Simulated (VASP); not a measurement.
# InP: relaxation of cell and atoms with r2SCAN

Crystal: InP.

```xyz
2
Lattice="0.0000 2.9305 2.9305 2.9305 0.0000 2.9305 2.9305 2.9305 0.0000" Properties=species:S:1:pos:R:3 pbc="T T T"
In    0.0000    0.0000    0.0000
P     1.4652    1.4652    1.4652
```

```
Program                : VASP 6.6.1
Task                   : relaxation of cell and atoms
Functional             : r2SCAN
Potentials or basis    : VASP PAW PBE potentials, release 64 (In_d, P)
Cutoff                 : 600 eV
k mesh                 : 8 × 8 × 8
Occupations            : gaussian, width 0.03 eV
Spin                   : no spin polarisation
Further INCAR settings : ALGO = Normal; EDIFF = 1e-06; IBRION = 2; EDIFFG = -0.01; NSW = 90; ISIF = 3
```

```
Relaxed volume                         : 25.73 Å³/atom
Relaxed cell                           : a = 4.175 Å, b = 4.175 Å, c = 4.175 Å, α = 60.00°, β = 60.00°, γ = 60.00°
Space group after relaxing (to 0.05 Å) : F-43m (No. 216)
Energy gained by relaxing              : 2.8 meV/atom
Ionic steps                            : 3
Pressure after relaxing                : 0.0 GPa
Band gap on the k mesh                 : 1.04 eV, direct
```

The path:
```tsv
step	energy change (eV)	largest force (eV/Å)	pressure (GPa)	volume (Å³)
1	0.0000	0.0000	1.62	50.33
2	-0.0032	0.0000	-0.91	52.21
3	-0.0055	0.0000	0.02	51.45
```

Final structure:
```
CELL_PARAMETERS angstrom
0.00000 2.95206 2.95206
2.95206 0.00000 2.95206
2.95206 2.95206 0.00000
ATOMIC_POSITIONS crystal
In 0.00000 0.00000 0.00000
P 0.25000 0.25000 0.25000
```

Levels at points of the mesh, in eV from the valence-band top:
| k point | band 7 | band 8 | band 9 | band 10 | band 11 | band 12 |
| --- | --- | --- | --- | --- | --- | --- |
| (0.00, 0.00, 0.00) | 0.00 | 0.00 | 0.00 | 1.04 | 4.44 | 4.44 |
| (0.50, 0.00, 0.00) | -5.76 | -0.98 | -0.98 | 1.81 | 5.16 | 5.16 |
| (0.50, 0.50, 0.00) | -5.78 | -2.33 | -2.33 | 2.04 | 2.55 | 9.74 |

Wall time 4.5 min on 1 thread of Intel(R) Xeon(R) Platinum 8259CL CPU @ 2.50GHz (Skylake/Cascade Lake), on a shared host, peak memory 0.24 GiB.

Caveat: the PAW data sets were made with another functional, which shifts forces and pressure a little; spin-orbit coupling is left out, which moves the levels of the heavy elements. r2SCAN opens gaps a little over a GGA but as a rule still falls short of measured ones.
